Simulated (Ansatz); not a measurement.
## 2H-NbSTe monolayer in a perpendicular field

What dipole does a perpendicular field induce in the 2H-NbSTe monolayer? A positive field points along +c.

Program: Ansatz 0.2.0. Level of theory: plane-wave DFT, PBE-D3(BJ), Ansatz PAW. Results are calculated unless marked as measured.

## 1. Set-up

The cell holds 3 atoms: 1 Te, 1 Nb and 1 S. Cell: a = 3.620 Å, b = 3.620 Å, c = 37.829 Å, α = 90.0°, β = 90.0°, γ = 120.0°. Vacuum lies along c.

## 2. Relaxing the slab

The starting cell is a guess, so the in-plane lattice and the atoms are relaxed first, with the slab cut off from its images along the normal.

File input.yaml:

```yaml
crystal:
  lattice:
    - [3.620432, 0.0, 0.0]
    - [-1.810216, 3.1353860847, 0.0]
    - [0.0, 0.0, 37.8289942633]
  atoms:
    - { symbol: Te, position: [0.3333333333, 0.6666666667, 0.4546776972] }
    - { symbol: Nb, position: [0.0, 0.0, 0.5068968678], spin: 1.0 }
    - { symbol: S, position: [0.3333333333, 0.6666666667, 0.5453223028] }
  periodic: [true, true, false]
magnetization:
  spin_polarized: true
kpoints:
  mp_grid: { grid: [12, 12, 1] }
hamiltonian:
  xc: pbe
  dispersion: d3bj
scf:
  occupations: { method: fermi_dirac, width: 0.05 }
  convergence: { dr2_threshold: 1.0e-09 }
relax:
  f_tol: 0.004
  max_steps: 90
  cell: {}
output:
  write_potential: true
  write_density: true
  volumetric_format: npy
```

The run is started by

```console
$ ansatz run input.yaml --threads 2 --pin off --max-ram 3072MiB --backend cpu --events-out ev --progress --plain --runs-dir out
```

Numbers of over 12 decimals in the logs are rounded to 6 here.

The log of the run:

```text
Warning: relax.cell: scf.convergence.dr2_threshold = 1e-9 eV is looser than the 1.66354394539e-10 eV advised for a relaxation that steers and ends on the stress (1e-10 eV for each atom of the cell: 3, times the square of relax.cell.stress_2d_tol = 0.05 N/m over 13.4 Å (the atoms' height at the walk's start and 5 Å past either face), 3.723e-2 GPa, over a crystal's default 0.05). What an SCF threshold leaves in a stress goes as its square root, and in the free energy as the threshold itself, and one threshold admits the most on a small cell: [figures from the program's tests cut] Set scf.convergence.dr2_threshold to 1.66354394539e-10 eV or tighter. [rest of the remark cut]
Engine: ansatz 0.2.0, x86_64-unknown-linux-gnu
Pseudopotentials: kind: paw
Pseudopotential: Te, paw, valence charge 16, recommended cutoff 420 eV (normal), Te.paw.azcp
Pseudopotential: Nb, paw, valence charge 13, recommended cutoff 420 eV (normal), Nb.paw.azcp
Pseudopotential: S, paw, valence charge 6, recommended cutoff 420 eV (normal), S.paw.azcp
Functional definition: PBE
  parameter kappa = 0.804
  parameter beta = 0.066725
  exchange = pbe_x(kappa = kappa, mu = beta*pi^2/3)
  correlation = pbe_c(beta = beta)
Crystal: 3 atoms, lattice volume = 429.414 Å³
Basis set: ecut = 420 eV, 8275 PW (Γ), exchange–correlation on 50×50×512 points (8 copies of the dense FFT grid, shifted against one another)
Bands: 22, of which v1, the nominal top of the filled ones, is band 18 counted from 1 (17 counted from 0)
Symmetry: 6 space group operations
Space group: P3m1 (ITA 156), of the structure as read, at distance tolerance 7.5e-5 Å
Magnetic group: BNS 156.49 (UNI 1279), of the structure as read, at distance tolerance 7.5e-5 Å
k-points: 19 of 144 (time reversal used)
Non-local potential: Te, projectors of the file, l = 0: 2, l = 1: 2, l = 2: 2, l = 3: 2
Non-local potential: Nb, projectors of the file, l = 0: 3, l = 1: 2, l = 2: 2, l = 3: 1
Non-local potential: S, projectors of the file, l = 0: 2, l = 1: 2, l = 2: 2
PAW form: soft (Blöchl's): semilocal exchange-correlation on the pseudo side does not see the compensation charge
PAW one-centre angular grid: Te, 590 points (default); XC on 64 Gauss nodes
PAW one-centre angular grid: Nb, 590 points (default); XC on 64 Gauss nodes
PAW one-centre angular grid: S, 110 points (default); XC on 64 Gauss nodes
Initial density: superposition of atomic densities (neutral atoms: chi_scale 0, normalization atom)
Starting moments: Σ|m| = 1 μB on 1 of 3 sites
Initial wavefunctions: pseudopotential atomic-orbital guess
Functional: x = pbe(κ = 0.804, μ = 0.219515), c = pbe(β = 0.066725)
SCF iter   1: F=—  HF=-12437.838115 eV  |F-HF|=—  |Δ(HF+E_count)|=         —  Δρ=1.25e-2 (↑1.25e-2 ↓1.03e-2)  dr2=4.17e0  dr2_m=2.26e-2  M=0.761 μB ∫|m|=0.884 μB  β_m=0.30  ethr=3.10e-3  ⟨swp⟩=16.5  Hψ=7062  notcnv=0
Mixer restart at iter 1: flushing history
preconditioner: auto → LDOS  [metal: Δε(μ)=0.059 eV  Ē_g=7.456 eV  σ=0.050 eV  W_gap=0.28  n_scr=20 (ndim 8)  ℏωp=7.4 eV  f_vac=0.794  D(μ)=1.42/eV (n_scr^D=8)]
spin=Collinear: LDOS preconditioning applied to the charge; magnetization (m = ρ↑ − ρ↓) channel mixes plain (no charge-response kernel on spin).
SCF iter   2: F=—  HF=-12437.394569 eV  |F-HF|=—  |Δ(HF+E_count)|=   4.44e-1  Δρ=7.50e-3 (↑7.50e-3 ↓6.39e-3)  dr2=1.29e0  dr2_m=1.04e-2  M=0.757 μB ∫|m|=0.875 μB  β_m=0.47  ethr=3.10e-3  ⟨swp⟩=3.8  Hψ=2084  notcnv=0
SCF iter   3: F=—  HF=-12437.374020 eV  |F-HF|=—  |Δ(HF+E_count)|=   2.05e-2  Δρ=2.42e-3 (↑2.20e-3 ↓2.42e-3)  dr2=6.58e-2  dr2_m=1.56e-3  M=0.732 μB ∫|m|=0.830 μB  β_m=0.55  ethr=3.10e-3  ⟨swp⟩=3.2  Hψ=1671  notcnv=0
SCF iter   4: F=—  HF=-12437.384166 eV  |F-HF|=—  |Δ(HF+E_count)|=         —  Δρ=1.20e-3 (↑1.20e-3 ↓9.31e-4)  dr2=1.69e-2  dr2_m=1.54e-3  M=0.697 μB ∫|m|=0.762 μB  β_m=0.55  ethr=1.88e-4  ⟨swp⟩=3.1  Hψ=1835  notcnv=0
SCF iter   5: F=—  HF=-12437.387354 eV  |F-HF|=—  |Δ(HF+E_count)|=   3.19e-3  Δρ=3.89e-4 (↑3.89e-4 ↓3.36e-4)  dr2=5.97e-4  dr2_m=3.44e-4  M=0.696 μB ∫|m|=0.749 μB  β_m=0.67  ethr=4.81e-5  ⟨swp⟩=2.9  Hψ=1589  notcnv=0
SCF iter   6: F=—  HF=-12437.387951 eV  |F-HF|=—  |Δ(HF+E_count)|=   5.97e-4  Δρ=1.21e-4 (↑1.08e-4 ↓1.21e-4)  dr2=5.68e-5  dr2_m=4.22e-5  M=0.694 μB ∫|m|=0.738 μB  β_m=0.81  ethr=1.71e-6  ⟨swp⟩=3.2  Hψ=1760  notcnv=0
SCF iter   7: F=—  HF=-12437.388017 eV  |F-HF|=—  |Δ(HF+E_count)|=   6.60e-5  Δρ=3.87e-5 (↑2.10e-5 ↓3.87e-5)  dr2=2.99e-5  dr2_m=2.47e-6  M=0.693 μB ∫|m|=0.732 μB  β_m=0.75  ethr=1.62e-7  ⟨swp⟩=3.5  Hψ=1799  notcnv=0
SCF iter   8: F=—  HF=-12437.388017 eV  |F-HF|=—  |Δ(HF+E_count)|=   1.65e-8  Δρ=1.28e-5 (↑1.28e-5 ↓1.21e-5)  dr2=2.71e-7  dr2_m=4.71e-7  M=0.692 μB ∫|m|=0.731 μB  β_m=0.87  ethr=8.55e-8  ⟨swp⟩=2.8  Hψ=1354  notcnv=0
SCF iter   9: F=—  HF=-12437.388019 eV  |F-HF|=—  |Δ(HF+E_count)|=   1.51e-6  Δρ=3.36e-6 (↑3.25e-6 ↓3.36e-6)  dr2=1.32e-7  dr2_m=2.28e-8  M=0.692 μB ∫|m|=0.730 μB  β_m=0.85  ethr=7.75e-10  ⟨swp⟩=3.7  Hψ=2024  notcnv=0
SCF iter  10: F=—  HF=-12437.388019 eV  |F-HF|=—  |Δ(HF+E_count)|=   1.13e-7  Δρ=1.29e-6 (↑1.29e-6 ↓1.22e-6)  dr2=2.34e-8  dr2_m=3.51e-9  M=0.692 μB ∫|m|=0.730 μB  β_m=0.88  ethr=3.77e-10  ⟨swp⟩=2.9  Hψ=1689  notcnv=0
SCF iter  11: F=—  HF=-12437.388019 eV  |F-HF|=—  |Δ(HF+E_count)|=   3.90e-8  Δρ=6.48e-7 (↑4.78e-7 ↓6.48e-7)  dr2=2.91e-9  dr2_m=8.18e-10  M=0.692 μB ∫|m|=0.730 μB  β_m=0.87  ethr=6.68e-11  ⟨swp⟩=3.3  Hψ=1867  notcnv=0
SCF iter  12: F=-12437.388019 eV  HF=-12437.388019 eV  |F-HF|=2.95e-9  |Δ(HF+E_count)|=   4.42e-9  Δρ=2.08e-7 (↑1.84e-7 ↓2.08e-7)  dr2=6.11e-10  dr2_m=6.37e-11  M=0.692 μB ∫|m|=0.730 μB  ethr=2.86e-12  ⟨swp⟩=9.6  Hψ=6688  notcnv=0
SCF 1 converged in 12 iterations: F = -12437.388019 eV  dr2 = 6.11e-10
  greatest PAW one-centre occupation: 0.998 electrons in one spin orbital (limit 2), on the Nb atom at site 1 (counted from 0), in its partial waves of l = 0
relax step   1: F+E_penalty+E_count = -12437.38801890 eV  Δ(F+E_penalty+E_count) = +0.000e0 eV  max|allowed force component| = 1.000e0 eV/Å  Δτ_max = 0.0000 Å  P = -5.108 N/m  Ω = 429.414 Å³  fix = [c, alpha, beta]  reactions: c +0.000 N/m  (12 SCF iters, accepted)
Crystal: 3 atoms, lattice volume = 403.883 Å³
Basis set: ecut = 420 eV, 7849 PW (Γ), exchange–correlation on 50×50×512 points (8 copies of the dense FFT grid, shifted against one another)
Initial density: handed on by an earlier stage of this run
Starting moments: Σ|m| = 1 μB on 1 of 3 sites; this step starts from the density that it was given
Initial wavefunctions: those handed on with the density
[...]
SCF iter  11: F=-12437.551429 eV  HF=-12437.551429 eV  |F-HF|=1.67e-9  |Δ(HF+E_count)|=   1.22e-8  Δρ=1.16e-7 (↑1.03e-7 ↓1.16e-7)  dr2=2.08e-10  dr2_m=1.86e-11  M=0.599 μB ∫|m|=0.613 μB  ethr=2.86e-12  ⟨swp⟩=9.7  Hψ=6909  notcnv=0
SCF 3 converged in 11 iterations: F = -12437.551429 eV  dr2 = 2.08e-10
relax step   3: F+E_penalty+E_count = -12437.55142888 eV  Δ(F+E_penalty+E_count) = -8.463e-2 eV  max|allowed force component| = 1.142e-1 eV/Å  Δτ_max = 0.1003 Å  P = -0.067 N/m  Ω = 398.080 Å³  energy of the carried Pulay correction = +6.567e-4 eV  fix = [c, alpha, beta]  reactions: c -0.000 N/m  (11 SCF iters, accepted)
[...]
relax step   4: F+E_penalty+E_count = -12437.55212887 eV  Δ(F+E_penalty+E_count) = -7.000e-4 eV  max|allowed force component| = 1.453e-2 eV/Å  Δτ_max = 0.0080 Å  P = -0.017 N/m  Ω = 398.784 Å³  energy of the carried Pulay correction = +6.414e-4 eV  fix = [c, alpha, beta]  reactions: c -0.000 N/m  (9 SCF iters, accepted)
[...]
relax step   5: F+E_penalty+E_count = -12437.55213864 eV  Δ(F+E_penalty+E_count) = -9.775e-6 eV  max|allowed force component| = 8.275e-4 eV/Å  Δτ_max = 0.0010 Å  P = +0.000 N/m  Ω = 398.801 Å³  energy of the carried Pulay correction = +6.410e-4 eV  fix = [c, alpha, beta]  reactions: c +0.000 N/m  (6 SCF iters, accepted)
Basis set: ecut = 420 eV, 7741 PW (Γ), exchange–correlation on 48×48×512 points (8 copies of the dense FFT grid, shifted against one another)
Initial wavefunctions: pseudopotential atomic-orbital guess (no wavefunctions were taken with the density)
iter 1 solved again at ethr=1.94e-7 eV; its pass at ethr=3.10e-3 eV (dr2=6.80e-5 eV) is discarded
SCF iter   1: F=—  HF=-12437.551411 eV  |F-HF|=—  |Δ(HF+E_count)|=         —  Δρ=1.71e-5 (↑1.71e-5 ↓1.66e-5)  dr2=7.84e-7  dr2_m=5.36e-9  M=0.587 μB ∫|m|=0.601 μB  β_m=0.65  ethr=1.94e-7  ⟨swp⟩=6.6  Hψ=11327  notcnv=0
preconditioner: auto → LDOS  [metal: Δε(μ)=0.031 eV  Ē_g=7.486 eV  σ=0.050 eV  W_gap=0.15  n_scr=18 (ndim 8)  ℏωp=7.7 eV  f_vac=0.801  D(μ)=2.39/eV (n_scr^D=12)]
spin=Collinear: LDOS preconditioning applied to the charge; magnetization (m = ρ↑ − ρ↓) channel mixes plain (no charge-response kernel on spin).
SCF iter   2: F=—  HF=-12437.551496 eV  |F-HF|=—  |Δ(HF+E_count)|=   8.51e-5  Δρ=5.70e-6 (↑5.70e-6 ↓5.54e-6)  dr2=8.70e-8  dr2_m=9.17e-10  M=0.587 μB ∫|m|=0.601 μB  β_m=0.55  ethr=2.24e-9  ⟨swp⟩=2.7  Hψ=1659  notcnv=0
SCF iter   3: F=—  HF=-12437.551496 eV  |F-HF|=—  |Δ(HF+E_count)|=   1.63e-7  Δρ=1.71e-6 (↑1.71e-6 ↓1.68e-6)  dr2=8.06e-9  dr2_m=1.95e-10  M=0.587 μB ∫|m|=0.601 μB  β_m=0.62  ethr=2.48e-10  ⟨swp⟩=3.9  Hψ=1954  notcnv=0
SCF iter   4: F=—  HF=-12437.551496 eV  |F-HF|=—  |Δ(HF+E_count)|=   4.60e-8  Δρ=3.39e-7 (↑3.34e-7 ↓3.39e-7)  dr2=2.00e-9  dr2_m=5.49e-11  M=0.587 μB ∫|m|=0.601 μB  β_m=0.64  ethr=2.30e-11  ⟨swp⟩=3.9  Hψ=1940  notcnv=0
SCF iter   5: F=—  HF=-12437.551496 eV  |F-HF|=—  |Δ(HF+E_count)|=   6.46e-9  Δρ=1.29e-7 (↑1.29e-7 ↓1.25e-7)  dr2=1.01e-10  dr2_m=2.95e-11  M=0.587 μB ∫|m|=0.601 μB  β_m=0.69  ethr=5.72e-12  ⟨swp⟩=3.2  Hψ=1694  notcnv=0
SCF iter   6: F=-12437.551496 eV  HF=-12437.551496 eV  |F-HF|=9.93e-10  |Δ(HF+E_count)|=  5.49e-10  Δρ=4.90e-8 (↑4.90e-8 ↓4.45e-8)  dr2=7.41e-12  dr2_m=6.20e-12  M=0.587 μB ∫|m|=0.601 μB  ethr=1.00e-12  ⟨swp⟩=10.7  Hψ=6432  notcnv=0
SCF 6 converged in 6 iterations: F = -12437.551496 eV  dr2 = 7.41e-12
relax step   6: F+E_penalty+E_count = -12437.55149605 eV  Δ(F+E_penalty+E_count) = +6.426e-4 eV  max|allowed force component| = 8.150e-4 eV/Å  Δτ_max = 0.0000 Å  P = -0.000 N/m  Ω = 398.801 Å³  fix = [c, alpha, beta]  reactions: c -0.000 N/m  stress off target by 2.04e-4 N/m on what of the cell is left free  SCF on the basis re-selected at this cell (its energy is not comparable with the rows above)  (6 SCF iters)
basis re-selected at this cell: Δ(F+E_penalty+E_count) = +6.426e-4 eV, ΔP = -0.001 N/m vs the last step (what re-selecting the basis moved, of the pressure what is left beyond the Pulay correction that the steps carried, after the strain that the cell walked since its last selection, with what the two solves' SCF thresholds leave and, on support functions, any second-order correction that the steps lacked; it is no measure of the basis error at this ecutwfc). The dense FFT grid was sized anew with the basis: this SCF ran on 24×24×256 points, the steps before it on 25×25×256, so part of this shift can come from that change (see relax.cell in the input reference). [rest of the remark cut]
WARN: The output density's exchange-correlation potential varies sharply where the density is thin. Do not read a vacuum level from v_tot or v_xc, or from such a field of the output density. On a cell that repeats whose density bears no net charge and no dipole along the vacuum's axis use v_es (v_loc + v_h of the components); under efield.dipole_correction with no amplitude use v_es + v_field, which holds any externa [...]
SCF converged after 6 iterations
Magnetization: 0.5872 μB (17.7936 up, 17.2064 down)
Absolute magnetization: 0.6012 μB (∫|ρ↑−ρ↓|, with the PAW one-centre terms)
Spin contamination: 0.0028 ħ² per cell (⟨S²⟩ above its minimum at these occupations)
Per-site moments (μB) at R_I (Å): [(0.017871, 1.162030), (0.271111, 1.014512), (0.040965, 1.014512)]
Free energy (F): -12437.551496 eV
Harris-Foulkes:  -12437.551496 eV  (|F-HF|=9.93e-10)
Internal energy: -12437.531760 eV  (E = F + TS)
E sigma→0 (E₀):  -12437.541628 eV
Entropy (-TS):   -0.019736 eV (-6.579 meV/atom)
Fermi energy:    -5.170413 eV
--- Per-component energies (eV) ---
  E_band       = -924.603126
  E_kinetic    = 682.179211
  E_local      = -84649.265971  (includes V_loc(G=0)·N_el)
  E_nonlocal   = -162.340432
  E_hartree    = 42051.049466
  E_xc         = -397.236281
  E_vxc        = -404.919944  (∫ρ·V_xc dr)
  E_paw        = -8336.077706  (= ΣΔE_a)
  E_vpaw       = -492.354835  (= ΣTr[D̂ρ^β])
  E_aug_tail   = -0.000166  (compensation charges beyond the density's cutoff)
  E_ewald      = 38375.198854
  E_disp       = -1.038736  (pairwise vdW)
  E_smearing   = -0.019736  (= −TS)
  E_closure    = 0.000000  (closes the sum)
  Σ components = -12437.551496   (vs F -12437.551496, Δ=0.00e0)
--- Forces (eV/Å), atoms counted from 1 ---
  atom   1  Te     0.00000000    -0.00000000    -0.00014605
  atom   2  Nb     0.00000000    -0.00000000    -0.00066838
  atom   3  S     -0.00000000    -0.00000000     0.00081529
  max |Σ_I F_I| component: 8.64e-7 eV/Å
--- 2D stress c σ (N/m, compression-positive) ---
       -0.000204       0.000000       0.000000
        0.000000      -0.000204       0.000000
        0.000000       0.000000      -0.000000
  P = ½ c Tr σ = -0.0002 N/m
--- Band table (eV; the first three rows and the last of 38) ---
  k-point 0 ↑: bands = [... 14 lower, -7.3057, -5.7194, -5.7194, -4.4920, -2.3995, -2.3995, -1.8409, -1.8409]
  k-point 1 ↑: bands = [... 14 lower, -7.2398, -5.9021, -5.8004, -4.5816, -2.5216, -2.3156, -2.2768, -1.9313]
  k-point 2 ↑: bands = [... 14 lower, -7.3002, -6.3639, -5.9405, -4.9093, -3.1189, -2.4740, -2.3475, -1.7830]
  k-point 18 ↓: bands = [... 14 lower, -8.4454, -8.0360, -6.7933, -4.8039, -3.3906, -2.2317, -1.6210, -0.6199]
  the weakly bound empty levels are not read free of the cell's end (no_gap_told)
--- Relaxed structure (5 steps of the walk, 5 accepted, 1 SCFs on fresh bases) ---
  F+E_penalty+E_count = -12437.55149605 eV   max|allowed force component| = 8.150e-4 eV/Å   (the final SCF, on the basis selected at the relaxed cell)
  cell:  # Å, volume = 398.8010 Å³
    - [3.488996, -9.728254080892994e-18, 0]
    - [-1.744498, 3.021559, 0]
    - [0, 0, 37.8289942633]
  atoms:
    - { symbol: Te, position: [0.333333, 0.666667, 0.455161] }
    - { symbol: Nb, position: [0, -3.700743415524894e-17, 0.507218] }
    - { symbol: S, position: [0.333333, 0.666667, 0.544519] }
```

Wall time 88 s (2 threads of Intel Xeon 6975P-C (Granite Rapids), shared host); peak memory 0.84 GiB.

Step by step:

| step | energy less that of the first step (eV) | largest force component (eV/Å) | volume (Å³) |
| --- | --- | --- | --- |
| 1 | 0.0000 | 1.0001 | 429.41 |
| 2 | -0.0788 | 1.3887 | 403.88 |
| 3 | -0.1634 | 0.1142 | 398.08 |
| 4 | -0.1641 | 0.0145 | 398.78 |
| 5 | -0.1641 | 0.0008 | 398.80 |
| 6* | -0.1635 | 0.0008 | 398.80 |

Relaxation steps marked * repeat the geometry before them on a plane-wave basis chosen anew for their cell, so energy and pressure can jump there.

The run keeps the 6 symmetry operations that it works with, so distortions that break them were not tested.

| cell as run | before | after | change |
| --- | --- | --- | --- |
| a (Å) | 3.620 | 3.489 | -3.6 % |
| b (Å) | 3.620 | 3.489 | -3.6 % |

The atoms that moved most (Å, along periodic axes as changes of fractional coordinates times the final cell, across vacuum about the mean position):

| atom | dx | dy | dz | length |
| --- | --- | --- | --- | --- |
| S3 | 0.000 | 0.000 | -0.030 | 0.030 |
| Te1 | 0.000 | 0.000 | 0.018 | 0.018 |
| Nb2 | 0.000 | 0.000 | 0.012 | 0.012 |

Final coordinates:

```cif
data_structure
_symmetry_space_group_name_H-M 'P 1'
_symmetry_Int_Tables_number 1
_cell_length_a 3.4890
_cell_length_b 3.4890
_cell_length_c 37.8290
_cell_angle_alpha 90.000
_cell_angle_beta 90.000
_cell_angle_gamma 120.000
_cell_volume 398.80
loop_
_atom_site_label
_atom_site_type_symbol
_atom_site_fract_x
_atom_site_fract_y
_atom_site_fract_z
_atom_site_occupancy
Te1 Te 0.33333 0.66667 0.45516 1
Nb2 Nb 0.00000 0.00000 0.50722 1
S3 S 0.33333 0.66667 0.54452 1
```

Numbers from this step:

| Property | Result |
| --- | --- |
| energy at zero smearing | -12437.5416 eV |
| total moment | 0.5872 μB |
| site moments | 0.01787, 0.2711, 0.04097 μB |

Site moment by atom:

| atom | site moment (μB) |
| --- | --- |
| Te1 | 0.018 |
| Nb2 | 0.271 |
| S3 | 0.041 |

The lattice constant a goes from 3.620 to 3.489 Å.

[end of part 1 of 2]

[Logs are printed without paths, hosts, clocks, repeated set-up lines and the standing remarks that a program may print on its own settings, such as how far it seeks lower states.]

[Hosts, paths, dates, database ids (printed as entryN), source tags and the programs' standing remarks are cut or masked in the printed files.]

[Maps of the electrostatic potential energy from Ansatz leave out the sawtooth potential of an applied field or a dipole correction, so their vacuum need not be flat; planar profiles and work functions include it.]
